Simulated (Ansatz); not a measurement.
The system is Au.

```xyz
1
Lattice="0.0000 2.0350 2.0350 2.0350 0.0000 2.0350 2.0350 2.0350 0.0000" Properties=species:S:1:pos:R:3 pbc="T T T"
Au    0.0000    0.0000    0.0000
```

| Property | Result |
| --- | --- |
| Program | Ansatz 0.2.0 |
| Task | relaxation of cell and atoms |
| Functional | BLYP |
| Dispersion | D3(BJ) |
| Potentials or basis | all-electron LAPW, scalar-relativistic |
| Basis error allowed | 0.001 eV/atom |
| k mesh | 11 × 11 × 11 |
| Occupations | fermi-dirac, width 0.05 eV |
| Spin | no spin polarisation |

At the start: volume 16.85 Å³/atom.

How do energy, volume and symmetry change on relaxing?

Over 4 steps the energy falls by 15.1 meV/atom and the volume is 17.57 Å³/atom (+4.2 %); space group Fm-3m (No. 225, to 0.05 Å).

The path:
```csv
step,energy change (eV),largest force (eV/Å),volume (Å³)
1,0.0000,0.0000,16.85
2,-0.0147,0.0000,17.69
3,-0.0151,0.0000,17.57
4,-0.0151,0.0000,17.57
```

Final structure:
```cif
data_structure
_symmetry_space_group_name_H-M 'P 1'
_symmetry_Int_Tables_number 1
_cell_length_a 2.9179
_cell_length_b 2.9179
_cell_length_c 2.9179
_cell_angle_alpha 60.000
_cell_angle_beta 60.000
_cell_angle_gamma 60.000
_cell_volume 17.57
loop_
_atom_site_label
_atom_site_type_symbol
_atom_site_fract_x
_atom_site_fract_y
_atom_site_fract_z
_atom_site_occupancy
Au1 Au 0.00000 0.00000 0.00000 1
```
